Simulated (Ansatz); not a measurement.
# AlRu: the cost of one run

Method: DFT PBE, scalar-relativistic, plane waves, PAW, in Ansatz 0.2.0.

5 further runs of the same task are left out: 4 that didn't finish, 1 set aside as unsound or not needed.

## Step 1: The structure to begin with

Symmetry: Pm-3m, No. 221, cubic system. Conventional cell: a = 3.004 Å, b = 3.004 Å, c = 3.004 Å, α = 90.00°, β = 90.00°, γ = 90.00°. Al (site symmetry m-3m) has 8 Ru at 2.60 Å as nearest neighbours. Ru (site symmetry m-3m) is surrounded by 8 Al at 2.60 Å.

Structure file:

```cif
data_structure
_symmetry_space_group_name_H-M 'Pm-3m'
_symmetry_Int_Tables_number 221
_cell_length_a 3.0041
_cell_length_b 3.0041
_cell_length_c 3.0041
_cell_angle_alpha 90.000
_cell_angle_beta 90.000
_cell_angle_gamma 90.000
_cell_volume 27.11
loop_
_atom_site_label
_atom_site_type_symbol
_atom_site_symmetry_multiplicity
_atom_site_Wyckoff_symbol
_atom_site_fract_x
_atom_site_fract_y
_atom_site_fract_z
_atom_site_occupancy
Al1 Al 1 a 0.00000 0.00000 0.00000 1
Ru1 Ru 1 b 0.50000 0.50000 0.50000 1
```

It is the result of an earlier relaxation at this level (volume 13.56 Å³/atom; gap on the mesh: none (metal)).

## Step 2: The reference: the undisturbed cell on the scan's mesh

input.yaml

```yaml
crystal:
  lattice:
    - [3.0040847246, 0.0, 0.0]
    - [0.0, 3.0040847246, 0.0]
    - [0.0, 0.0, 3.0040847246]
  atoms:
    - { symbol: Al, position: [0.0, 0.0, 0.0] }
    - { symbol: Ru, position: [0.5, 0.5, 0.5] }
basis:
  ecutwfc: 420
kpoints:
  mp_grid: { grid: [22, 22, 22] }
hamiltonian:
  xc: pbe
scf:
  occupations: { method: gaussian, width: 0.15 }
output:
  forces: true
  stress: true
  eigenvalues: true
```

Launch:

```
> ansatz run input.yaml --threads 1 --pin off --max-ram 2560MiB --backend cpu --events-out ev --progress --plain --runs-dir out
```

What time and memory should one allow on 1 thread of Arm Neoverse V2, shared host?

About 6.1 s, with a peak of 0.39 GiB.
